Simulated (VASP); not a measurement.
# GaSb in VASP: notebook

The runs below take GaSb through single point, with PBE.

All numbers are computed with VASP 6.6.1; they aren't measurements. Logs are shortened: lines on timing, memory, paths and dates and some standing lists are left out, and cuts for length are marked.

**Experimental background.**

From a printed reference work, data compilation, for a bulk crystal of GaSb at 4.2 K: band gap 0.811 eV (direct).

How close the calculation comes is told below.

### Step 1. The cell of the first run

The structure is cubic, space group F-43m (No. 216). Conventional cell: a = 6.118 Å, b = 6.118 Å, c = 6.118 Å, α = 90.00°, β = 90.00°, γ = 90.00°. Ga (site symmetry -43m) has 4 Sb at 2.65 Å within 3.5 Å. Within 3.5 Å of Sb (site symmetry -43m) lie 4 Ga at 2.65 Å.

### Step 2. Single point, PBE

Contents of INCAR:

```
ALGO = Normal
EDIFF = 1E-6
ENCUT = 520
GGA = PE
ISIF = 2
ISMEAR = -1
LASPH = True
LCHARG = False
LREAL = False
LWAVE = False
NBANDS = 16
NELM = 60
PREC = Accurate
SIGMA = 0.02
```

Contents of KPOINTS:

```
k-points
0
Gamma
  6 6 6
```

Contents of POSCAR:

```
GaSb
1.0
    0.0000000000      3.0590000000      3.0590000000
    3.0590000000      0.0000000000      3.0590000000
    3.0590000000      3.0590000000      0.0000000000
Ga Sb
1 1
Direct
    0.0000000000      0.0000000000      0.0000000000
    0.2500000000      0.2500000000      0.2500000000
```

Potentials or basis: VASP PAW PBE potentials, release 64 (Ga_d, Sb).

Run with:

```bash
> cat potpaw_PBE.64/Ga_d/POTCAR potpaw_PBE.64/Sb/POTCAR > POTCAR
> mpirun -np 1 vasp_std > vasp.out
```

OUTCAR:

```text
EDIFF = 1E-6
   ENCUT = 520
   GGA = PE
   ISIF = 2
   ISMEAR = -1
   LASPH = True
   LREAL = False
   NELM = 60
   PREC = Accurate

 ion  position               nearest neighbor table
   1  0.000  0.000  0.000-   2 2.65   2 2.65   2 2.65   2 2.65
   2  0.250  0.250  0.250-   1 2.65   1 2.65   1 2.65   1 2.65

  LATTYP: Found a face centered cubic cell.
 ALAT       =     6.1180000000

  Lattice vectors:

 A1 = (   0.0000000000,   3.0590000000,   3.0590000000)
 A2 = (   3.0590000000,   0.0000000000,   3.0590000000)
 A3 = (   3.0590000000,   3.0590000000,   0.0000000000)

Analysis of symmetry for initial positions (statically):
=====================================================================
 Subroutine PRICEL returns:
 Original cell was already a primitive cell.

 Routine SETGRP: Setting up the symmetry group for a
 face centered cubic supercell.

 Subroutine GETGRP returns: Found 24 space group operations
 (whereof 24 operations were pure point group operations)
 out of a pool of 48 trial point group operations.

The static configuration has the point symmetry T_d .

Analysis of symmetry for dynamics (positions and initial velocities):
=====================================================================
 Subroutine PRICEL returns:
 Original cell was already a primitive cell.

 Routine SETGRP: Setting up the symmetry group for a
 face centered cubic supercell.

 Subroutine GETGRP returns: Found 24 space group operations
 (whereof 24 operations were pure point group operations)
 out of a pool of 48 trial point group operations.

The dynamic configuration has the point symmetry T_d .

 Subroutine INISYM returns: Found 24 space group operations
 (whereof 24 operations are pure point group operations),
 and found     1 'primitive' translations

----------------------------------------------------------------------------------------

                                     Primitive cell

  volume of cell :      57.2491

  direct lattice vectors                    reciprocal lattice vectors
     0.000000000  3.059000000  3.059000000    -0.163452109  0.163452109  0.163452109
     3.059000000  0.000000000  3.059000000     0.163452109 -0.163452109  0.163452109
     3.059000000  3.059000000  0.000000000     0.163452109  0.163452109 -0.163452109

  length of vectors
     4.326079287  4.326079287  4.326079287     0.283107357  0.283107357  0.283107357

  position of ions in fractional coordinates (direct lattice)
     0.000000000  0.000000000  0.000000000
[... 68 lines left out ...]
   NELM   =     60;   NELMIN=  2; NELMDL= -5     # of ELM steps
   EDIFF  = 0.1E-05   stopping-criterion for ELM
   LREAL  =      F    real-space projection
   EDIFFG = 0.1E-04   stopping-criterion for IOM
   NSW    =      0    number of steps for IOM
   IBRION =     -1    ionic relax: 0-MD 1-quasi-New 2-CG
   NFREE  =      0    steps in history (QN), initial steepest desc. (CG)
   ISIF   =      2    stress and relaxation
   ISYM   =      2    0-nonsym 1-usesym 2-fastsym
   POTIM  = 0.5000    time-step for ionic-motion
   TEBEG  =    0.0;   TEEND  =   0.0 temperature during run
   PSTRESS=    0.0 pullay stress
   NELECT =      18.0000    total number of electrons
   NUPDOWN=      -1.0000    fix difference up-down
   EMIN   =  10.00;   EMAX   =-10.00  energy-range for DOS
   EFERMI =   0.00;   METHOD = LEGACY
   ISMEAR =    -1;   SIGMA  =   0.02  broadening in eV -4-tet -1-fermi 0-gaus
   EFERMI_NEDOS =   21; number of points for ismear=-14 and -15
   IALGO  =     38    algorithm
   IMIX   =      4    mixing-type and parameters
     AMIX     =   0.40;   BMIX     =  1.00
     AMIX_MAG =   1.60;   BMIX_MAG =  1.00
  volume/ion in A,a.u.               =      28.62       193.17
  Fermi-wavevector in a.u.,A,eV,Ry     =   1.113208  2.103657 16.860766  1.239231
  Thomas-Fermi vector in A             =   2.249790
   LORBIT       =      0    0 simple, 1 ext, 2 COOP (PROOUT), +10 PAW based schemes
   GGA     = PE    functional components
   LHFCALC =     F    Hartree Fock is set to
   AEXX    =    0.0000 exact exchange contribution
   IVDW    =     0    specifies the selected vdW correction
   LEPSILON=     F    determine dielectric tensor
   LRPA    =     F    only Hartree local field effects (RPA)
 non-spin polarized calculation
  energy-cutoff  :      520.00
  volume of cell :       57.25
 maximum number of plane-waves:      1572
   NGX = 17   NGY = 17   NGZ = 17

 number of electron      17.9999986 magnetization

 Free energy of the ion-electron system (eV)
  ---------------------------------------------------
  ext. energy  EPLUGINS =         0.00000000
  ---------------------------------------------------
  free energy    TOTEN  =        -7.32125411 eV

  energy without entropy =       -7.32088184  energy(sigma->0) =       -7.32106797

 E-fermi :   4.9111     XC(G=0):  -9.0837

 val. band max:        4.8778977350   @ k =   0.0000   0.0000   0.0000
 cond. band min:       4.9127480482   @ k =   0.0000   0.0000   0.0000
 fundamental gap:      0.0348503132
 Fermi energy:         4.9110944410

 k-point     1 :       0.0000    0.0000    0.0000
  band No.  band energies     occupation
      1     -10.1646      2.00000
      2     -10.1646      2.00000
      3     -10.1646      2.00000
      4     -10.1151      2.00000
      5     -10.1151      2.00000
      6      -6.5987      2.00000
[... 281 lines left out ...]
      3     -10.1414      2.00000
      4     -10.1229      2.00000
      5     -10.1133      2.00000
      6      -4.1086      2.00000
[... 8 lines left out ...]
     15      14.9062      0.00000
     16      16.2350      0.00000

------------------------ aborting loop because EDIFF is reached ----------------------------------------

  FORCE on cell =-STRESS in cart. coord.  units (eV):
  Direction    XX          YY          ZZ          XY          YZ          ZX
  --------------------------------------------------------------------------------------
  -------------------------------------------------------------------------------------
  Total        0.8677651      0.8677651      0.8677651     -0.0000000      0.0000000      0.0000000
  in kB       24.2853483     24.2853483     24.2853483     -0.0000000      0.0000000      0.0000000
  external PRESSURE =      24.2853483 kB  Pullay stress =       0.0000000 kB

 VOLUME and BASIS-vectors are now :
 -----------------------------------------------------------------------------
  energy-cutoff  :      520.00
  volume of cell :       57.25
      direct lattice vectors                 reciprocal lattice vectors
     0.000000000  3.059000000  3.059000000    -0.163452109  0.163452109  0.163452109
     3.059000000  0.000000000  3.059000000     0.163452109 -0.163452109  0.163452109
     3.059000000  3.059000000  0.000000000     0.163452109  0.163452109 -0.163452109

 POSITION                                       TOTAL-FORCE (eV/Angst)
 -----------------------------------------------------------------------------------
      0.00000      0.00000      0.00000        -0.000000     -0.000000      0.000000
      1.52950      1.52950      1.52950         0.000000      0.000000     -0.000000
 -----------------------------------------------------------------------------------
    total drift:                                0.000002      0.000002      0.000002

  FREE ENERGIE OF THE ION-ELECTRON SYSTEM (eV)
  ---------------------------------------------------
  free  energy   TOTEN  =        -7.3212541057 eV

  energy  without entropy=       -7.3208818442  energy(sigma->0) =       -7.32106797
```

OSZICAR:

```text
N       E                     dE             d eps       ncg     rms          rms(c)
DAV:   1     0.889459718899E+02    0.88946E+02   -0.87907E+03   512   0.144E+03
DAV:   2    -0.187570822761E+00   -0.89134E+02   -0.85973E+02   592   0.312E+02
DAV:   3    -0.724790502742E+01   -0.70603E+01   -0.70412E+01   648   0.677E+01
DAV:   4    -0.737516384535E+01   -0.12726E+00   -0.12725E+00   624   0.101E+01
DAV:   5    -0.737799200046E+01   -0.28282E-02   -0.28281E-02   704   0.138E+00    0.319E+00
DAV:   6    -0.733297201633E+01    0.45020E-01   -0.64180E-02   744   0.394E+00    0.192E+00
DAV:   7    -0.731962280548E+01    0.13349E-01   -0.39482E-02   592   0.156E+00    0.360E-01
DAV:   8    -0.732068215347E+01   -0.10593E-02   -0.44710E-03   688   0.750E-01    0.877E-02
DAV:   9    -0.732120001476E+01   -0.51786E-03   -0.70486E-04   576   0.210E-01    0.343E-02
DAV:  10    -0.732123093895E+01   -0.30924E-04   -0.39108E-05   680   0.398E-02    0.917E-03
DAV:  11    -0.732125340233E+01   -0.22463E-04   -0.30361E-05   584   0.350E-02    0.730E-03
DAV:  12    -0.732125410566E+01   -0.70333E-06   -0.13726E-06   632   0.852E-03
   1 F= -.73212541E+01 E0= -.73210680E+01  d E =-.372261E-03
```

stdout:

```text
POSCAR found type information on POSCAR GaSb
 POSCAR found :  2 types and       2 ions
 scaLAPACK will be used
 LDA part: xc-table for (Slater+PW92), standard interpolation
 POSCAR, INCAR and KPOINTS ok, starting setup
 FFT: planning ... GRIDC
 FFT: planning ... GRID_SOFT
 FFT: planning ... GRID
 WAVECAR not read
 entering main loop
```

It took 15 s on 1 thread of Intel Xeon Platinum 8488C (Sapphire Rapids), shared host; peak memory 0.18 GiB.

What came out:

```
Free energy            : -7.3213 eV
Pressure               : 2.4 GPa
Band gap on the k mesh : 0.03 eV, direct
```

Caveat: spin-orbit coupling is left out, which moves the levels of the heavy elements.

### Step 3. Single point, PBE

Contents of INCAR:

```
PREC = Accurate ; ENCUT = 520
EDIFF = 1E-6 ; ISMEAR = -1
SIGMA = 0.02 ; LREAL = F
LASPH = T ; NELM = 80
ALGO = Normal ; ISIF = 2
LWAVE = F ; LCHARG = F
GGA = PE ; NBANDS = 16
```

Contents of KPOINTS:

```
regular mesh
0
Gamma
  6 6 6
```

Contents of POSCAR:

```
GaSb
1.0
    0.0000000000      3.0182133333      3.1422342951
    3.0182133333      0.0000000000      3.1422342951
    3.0182133333      3.0182133333      0.0000000000
Ga Sb
1 1
Direct
    0.0000000000      0.0000000000      0.0000000000
    0.2500000000      0.2500000000      0.2500000000
```

Potentials or basis: VASP PAW PBE potentials, release 64 (Ga_d, Sb).

Run with:

```bash
> cat potpaw_PBE.64/Ga_d/POTCAR potpaw_PBE.64/Sb/POTCAR > POTCAR
> mpirun -np 1 vasp_std > vasp.out
```

Run time: 30 s. Hardware: 1 thread of Intel Xeon Platinum 8488C (Sapphire Rapids), shared host; peak memory 0.18 GiB.

It converged, with:

| Quantity | Value |
| --- | --- |
| Free energy | -7.3129 eV |
| Pressure | 2.5 GPa |
| Band gap on the k mesh | zero (filled and empty bands touch) |

Stress tensor (GPa, compression positive):
```
3.11 0.00 0.00
0.00 3.11 0.00
0.00 0.00 1.29
```

Levels at points of the mesh, in eV from the Fermi level:
| k point | band 6 | band 7 | band 8 | band 9 | band 10 | band 11 | band 12 | band 13 |
| --- | --- | --- | --- | --- | --- | --- | --- | --- |
| (0.00, 0.00, 0.00) | -11.56 | -0.25 | -0.06 | 0.00 | 0.00 | 2.66 | 2.66 | 2.78 |
| (0.50, 0.00, 0.00) | -9.93 | -6.45 | -1.39 | -1.08 | 0.30 | 3.58 | 3.77 | 6.40 |
| (0.50, 0.50, 0.00) | -9.20 | -7.02 | -2.49 | -2.49 | 1.03 | 1.34 | 8.57 | 8.57 |
| (0.50, 0.00, 0.50) | -9.05 | -6.83 | -2.75 | -2.72 | 0.72 | 1.09 | 8.51 | 8.53 |

Caveat: spin-orbit coupling is left out, which moves the levels of the heavy elements.

### Step 4. Single point, PBE

Contents of INCAR:

```
SYSTEM = GaSb
  PREC = Accurate
  ENCUT = 520
  EDIFF = 1E-6
  ISMEAR = -1
  SIGMA = 0.02
  LREAL = .FALSE.
  LASPH = .TRUE.
  NELM = 80
  ALGO = Normal
  ISIF = 2
  LWAVE = .FALSE.
  LCHARG = .TRUE.
  GGA = PE
  LELF = .TRUE.
  LVHAR = .TRUE.
  NBANDS = 16
```

Contents of KPOINTS:

```
Automatic mesh
0
G
  6 6 6
  0 0 0
```

Contents of POSCAR:

```
GaSb
1.0
    0.0000000000      3.0386066667      3.1001981893
    3.0386066667      0.0000000000      3.1001981893
    3.0386066667      3.0386066667      0.0000000000
Ga Sb
1 1
Direct
    0.0000000000      0.0000000000      0.0000000000
    0.2500000000      0.2500000000      0.2500000000
```

Run with:

```bash
> cat potpaw_PBE.64/Ga_d/POTCAR potpaw_PBE.64/Sb/POTCAR > POTCAR
> mpirun -np 1 vasp_std > vasp.out
```

Wall time 18 s (1 thread of Intel Xeon Platinum 8488C (Sapphire Rapids), shared host); peak memory 0.18 GiB.

It converged, with:

```yaml
Free_energy: -7.3193 eV
Pressure: 2.5 GPa
Band_gap_on_the_k_mesh: zero (filled and empty bands touch)
```

Stress tensor (GPa, compression positive):
```
2.75 0.00 0.00
0.00 2.75 0.00
0.00 0.00 1.90
```

Levels at points of the mesh, in eV from the Fermi level:
| k point | band 5 | band 6 | band 7 | band 8 | band 9 | band 10 | band 11 | band 12 | band 13 | band 14 |
| --- | --- | --- | --- | --- | --- | --- | --- | --- | --- | --- |
| (0.00, 0.00, 0.00) | -15.04 | -11.53 | -0.13 | -0.02 | -0.01 | -0.01 | 2.70 | 2.70 | 2.76 | 5.76 |
| (0.50, 0.00, 0.00) | -15.04 | -9.90 | -6.42 | -1.28 | -1.13 | 0.34 | 3.65 | 3.75 | 6.42 | 9.29 |
| (0.50, 0.50, 0.00) | -15.04 | -9.12 | -6.93 | -2.55 | -2.55 | 0.95 | 1.28 | 8.62 | 8.62 | 9.97 |
| (0.50, 0.00, 0.50) | -15.04 | -9.05 | -6.84 | -2.67 | -2.66 | 0.80 | 1.16 | 8.61 | 8.62 | 10.01 |

Caveat: spin-orbit coupling is left out, which moves the levels of the heavy elements.

(Continued in part 2 of 2.)
